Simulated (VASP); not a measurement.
Wanted: the native input for a VASP 6.6.1 run.

- Task: relaxation of cell and atoms
- Functional: r2SCAN
- Potentials or basis: VASP PAW PBE potentials, release 64 (Pt)
- Cutoff: 520 eV
- k mesh: 18 × 18 × 18
- Occupations: gaussian, width 0.1 eV
- Spin: no spin polarisation
- Further INCAR settings: ALGO = Normal; EDIFF = 1e-07; IBRION = 2; EDIFFG = -0.002; NSW = 80; ISIF = 3

The structure of Pt lies in POSCAR:

```
Pt
1.0
    0.0000000000      1.9609000000      1.9609000000
    1.9609000000      0.0000000000      1.9609000000
    1.9609000000      1.9609000000      0.0000000000
Pt
1
Direct
    0.0000000000      0.0000000000      0.0000000000
```

The input as run:

INCAR

```
SYSTEM = Pt
ALGO     = Normal         ! electronic algorithm
EDIFF    = 1E-7           ! SCF threshold, eV
EDIFFG   = -0.002         ! ionic threshold
ENCUT    = 520            ! plane-wave cutoff, eV
IBRION   = 2              ! ionic algorithm
ISIF     = 3              ! what is computed and relaxed
ISMEAR   = 0              ! smearing method
LASPH    = .TRUE.         ! aspherical terms in the spheres
LCHARG   = .FALSE.        ! write CHGCAR
LMIXTAU  = .TRUE.       
LREAL    = .FALSE.        ! projectors in reciprocal space
LWAVE    = .FALSE.        ! write WAVECAR
METAGGA  = R2SCAN         ! meta-GGA
NELM     = 100            ! most SCF steps
NSW      = 80             ! ionic steps
PREC     = Accurate       ! precision mode
SIGMA    = 0.1            ! smearing width, eV
```

KPOINTS

```
k-points
0
G
  18 18 18
  0 0 0
```

Potentials or basis: VASP PAW PBE potentials, release 64 (Pt).

The run is started by

```sh
$ cat potpaw_PBE.64/Pt/POTCAR > POTCAR
$ mpirun -np 1 vasp_std > vasp.out
```

Results of the run:

The relaxed volume is 15.33 Å³/atom, the relaxed cell is a = 2.788 Å, b = 2.788 Å, c = 2.788 Å, α = 60.00°, β = 60.00°, γ = 60.00° and the space group after relaxing (to 0.05 Å) is Fm-3m (No. 225). The energy gained by relaxing is 3.6 meV/atom. The ionic steps are 15 and the pressure after relaxing is 0.0 GPa. The band gap on the k mesh is none (metal or under the smearing width).

Caveat: the PAW data sets were made with another functional, which shifts forces and pressure a little.

Run time: 8.6 min on 1 thread of AMD EPYC 9R45 96-Core Processor (Zen 5) (shared host), peak memory 0.14 GiB.
